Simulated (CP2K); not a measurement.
Runs of CP2K 2026.2 on GaSb. The structure is cubic, space group F-43m (No. 216). The conventional cell has a = 6.118 Å, b = 6.118 Å, c = 6.118 Å, α = 90.00°, β = 90.00°, γ = 90.00°. Around Sb (site symmetry -43m) lie 4 Ga at 2.65 Å. Ga (site symmetry -43m) has 4 Sb at 2.65 Å as nearest neighbours. 

| task | level | potentials or basis | cell | k mesh | smearing | EPS_DEFAULT | EPS_SCF | k points reduced by the point group | NGRIDS | REL_CUTOFF (Ry) | gap on the mesh (eV) | pressure (GPa) | V0 of scaled cells (Å³/atom) | B0 (GPa) |
| --- | --- | --- | --- | --- | --- | --- | --- | --- | --- | --- | --- | --- | --- | --- |
| single point | PBE | POTENTIAL_UZH Sb GTH-PBE-q5, Ga GTH-PBE-q13; TZVP-MOLOPT-PBE-GTH basis | as given | 8 × 8 × 8 | fermi-dirac 0.05 eV | 1.0E-10 | 1.0E-6 | yes | 4 | 60 Ry | 0.08 | 2.9 | - | - |
| equation of state | LDA | GTH_POTENTIALS Sb GTH-PADE-q5, Ga GTH-PADE-q13; TZVP-MOLOPT-PBE-GTH basis | as given | 8 × 8 × 8 | fermi-dirac 0.05 eV | 1.0E-10 | 1.0E-6 | yes | 5 | 60 Ry | - | - | (b) | 54 |
| band structure | r2SCAN | POTENTIAL_UZH Sb GTH-SCAN-q5, Ga GTH-SCAN-q13; TZVP-MOLOPT-SCAN-GTH basis | as given | 8 × 8 × 8 | fermi-dirac 0.0259 eV | 1.0E-9 | 1.0E-6 | yes | 5 | 60 Ry | 0.38 | -0.3 | - | - |
| band structure | PBE | POTENTIAL_UZH Sb GTH-PBE-q5, Ga GTH-PBE-q13; TZVP-MOLOPT-PBE-GTH basis | as given | 8 × 8 × 8 | fermi-dirac 0.05 eV | 1.0E-9 | 1.0E-6 | yes | 5 | 60 Ry | 0.08 | 2.9 | - | - |
| single point | PBE | POTENTIAL_UZH Sb GTH-PBE-q5, Ga GTH-PBE-q13; TZVP-MOLOPT-PBE-GTH basis | the cell as VASP's run set it | 8 × 8 × 8 | gaussian 0.05 eV | 1.0E-10 | 1.0E-6 | yes | 4 | 60 Ry | 0.08 | 2.9 | - | - |
| equation of state | r2SCAN | POTENTIAL_UZH Sb GTH-SCAN-q5, Ga GTH-SCAN-q13; TZVP-MOLOPT-SCAN-GTH basis | as given | 8 × 8 × 8 | fermi-dirac 0.1 eV | 1.0E-9 | 1.0E-6 | yes | 4 | 60 Ry | - | - | (c) | 54 |
| equation of state | PBEsol | POTENTIAL_UZH Sb GTH-PBE-q5, Ga GTH-PBE-q13; TZVP-MOLOPT-PBE-GTH basis | as given | 8 × 8 × 8 | fermi-dirac 0.1 eV | 1.0E-10 | 1.0E-6 | yes | 5 | 60 Ry | - | - | 29.35 | 48 |
| band structure | LDA | GTH_POTENTIALS Sb GTH-PADE-q5, Ga GTH-PADE-q13; TZVP-MOLOPT-PBE-GTH basis | as given | 8 × 8 × 8 | fermi-dirac 0.0259 eV | 1.0E-9 | 1.0E-6 | yes | 5 | 60 Ry | none | -1.7 | - | - |
| band structure | PBEsol | POTENTIAL_UZH Sb GTH-PBE-q5, Ga GTH-PBE-q13; TZVP-MOLOPT-PBE-GTH basis | as given | 8 × 8 × 8 | fermi-dirac 0.0259 eV | 1.0E-9 | 1.0E-6 | yes | 4 | 60 Ry | none | 1.3 | - | - |
| band structure | TB-mBJ | POTENTIAL_UZH Sb GTH-PBE-q5, Ga GTH-PBE-q13; TZVP-MOLOPT-PBE-GTH basis | as given | 8 × 8 × 8 | fermi-dirac 0.05 eV | 1.0E-9 | 1.0E-6 | yes | 5 | 60 Ry | (a) | - | - | - |
| band structure | PBE | POTENTIAL_UZH Sb GTH-PBE-q5, Ga GTH-PBE-q13; TZVP-MOLOPT-PBE-GTH basis | as given | 8 × 8 × 8 | fermi-dirac 0.01 eV | 1.0E-10 | 1.0E-6 | yes | 4 | 60 Ry | 0.08 | 2.9 | - | - |

Alike in all rows: no spin polarisation.

Estimate the missing entries.

(a) 0.20; (b) 27.68; (c) 28.50.

Caveats: the basis of atomic orbitals isn't converged, which shifts pressures, moduli and gaps; spin-orbit coupling is left out, which moves the levels of the heavy elements (some runs); the potentials were made for another functional, which shifts forces and pressure (some runs); this is a model potential without an energy functional, so only levels have meaning (some runs).

A k mesh can miss the band edges, and the runs leave out spin-orbit coupling on Ga, Sb.

A gap of «none» marks a metal or a gap under the smearing width.

Not every run made on this cell is shown here.
